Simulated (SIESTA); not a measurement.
Runs of SIESTA 5.4.2 on HgTe (Coloradoite). The structure is cubic, space group F-43m (No. 216). The conventional cell has a = 6.429 Å, b = 6.429 Å, c = 6.429 Å, α = 90.00°, β = 90.00°, γ = 90.00°. Hg (site symmetry -43m) has 4 Te at 2.78 Å as nearest neighbours. Te (site symmetry -43m) has 4 Hg at 2.78 Å as nearest neighbours. 

| task | level | potentials or basis | cell | k mesh | optimiser | force tolerance | stress tolerance (GPa) | broadening (eV) | window to (eV) | gap on the mesh (eV) | pressure (GPa) |
| --- | --- | --- | --- | --- | --- | --- | --- | --- | --- | --- | --- |
| relaxation of cell and atoms | PBEsol | PseudoDojo 0.4 standard (PBEsol files), DZP (energy shift 0.003 Ry; two zetas on semicore shells) | relaxed | 5 × 5 × 5 | Broyden | 0.01 eV/Å | 0.05 | - | - | none | 0.0 |
| band structure | PBE | PseudoDojo 0.4 standard (PBE files), DZP (energy shift 0.003 Ry; two zetas on semicore shells) | as given | 7 × 7 × 7 | - | - | - | - | - | none | (a) |
| optical spectrum | PBE | PseudoDojo 0.4 standard (PBE files), DZP (energy shift 0.003 Ry; two zetas on semicore shells) | as given | 5 × 5 × 5 | - | - | - | 0.1 eV | 40 eV | none | 5.5 |
| band structure | vdW-DF2 | PseudoDojo 0.4 standard (PBE files), DZP (energy shift 0.003 Ry; two zetas on semicore shells) | as given | 7 × 7 × 7 | - | - | - | - | - | none | 10.0 |
| band structure | vdW-DF-cx | PseudoDojo 0.4 standard (PBE files), DZP (energy shift 0.003 Ry; two zetas on semicore shells) | as given | 7 × 7 × 7 | - | - | - | - | - | none | 3.2 |

Alike in all rows: no spin polarisation; smearing fermi-dirac 0.05 eV; grid cutoff 800 Ry; energy shift 0.003 Ry.

Task: Fill in the values left out.

Result: (a) 5.3.

Caveats: short orbitals over semicore shells can move pressures by several GPa; the valence orbitals were made in a potential fitted to the semicore shell under them, which widens gaps by tenths of an eV or more; the basis of atomic orbitals isn't converged, which shifts pressures, moduli and gaps; spin-orbit coupling is left out, which moves the levels of the heavy elements (some runs); the potentials were made for another functional, which shifts forces and pressure (some runs); the basis holds too few empty states to meet the f-sum rule, so the spectrum is short of weight at high energy (some runs); spectra need much finer meshes, so this one isn't converged (some runs).

A k mesh can miss the band edges, and the runs leave out spin-orbit coupling on Hg, Te.

A gap of «none» marks a metal or a gap under the smearing width.
